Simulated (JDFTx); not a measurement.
Crystal: GaP.

```
CELL_PARAMETERS angstrom
0.00000 2.72525 2.72525
2.72525 0.00000 2.72525
2.72525 2.72525 0.00000
ATOMIC_POSITIONS crystal
Ga 0.00000 0.00000 0.00000
P 0.75000 0.75000 0.75000
```

Program: JDFTx 1.7.0 (patched build). Alike in all runs: no spin polarisation; cell as given; smearing fermi-dirac 0.05 eV. Hardware: 1 thread of AMD EPYC 9R45 96-Core Processor (Zen 5), with other jobs on the host.

Task: Order these runs on this cell by their wall time, lowest first.
A. task single point; level TASK; potentials or basis SG15-PBE-1.2; k mesh 8 × 8 × 8; cutoff (eV) 1088; max SCF steps 100; SCF threshold on the energy 1e-09 Ha; solver of the electrons scf; further solve for the empty bands yes; mesh quality not flagged
B. task band structure; level BLYP; potentials or basis PseudoDojo-SR-PBE-0.5-standard; k mesh 8 × 8 × 8; cutoff (eV) 1088; band ratio of the Davidson solver 1.3; max SCF steps 30; SCF threshold on the energy 1e-06 Ha; solver of the electrons minimize; further solve for the empty bands no; mesh quality not flagged
C. task band structure; level TASK; potentials or basis SG15-PBE-1.2; k mesh 8 × 8 × 8; cutoff (eV) 1088; band ratio of the Davidson solver 1.3; max SCF steps 30; SCF threshold on the energy 1e-06 Ha; solver of the electrons minimize; further solve for the empty bands no; mesh quality not flagged
D. task single point; level HSE06; potentials or basis PseudoDojo-SR-PBE-0.5-standard; k mesh 3 × 3 × 3; cutoff (eV) 980; max SCF steps 100; SCF threshold on the energy 1e-07 Ha; solver of the electrons scf; further solve for the empty bands yes; mesh quality coarse

Result: B (19 s), C (64 s), A (220 s), D (890 s).

Caveats: some runs use coarse meshes; this program's HSE differs a little from the usual definition (some runs); the hybrid runs on potentials with a model core (some runs); an odd mesh through Γ misses points on the zone boundary, where band edges often lie (some runs).

Not every run made on this cell is shown here.
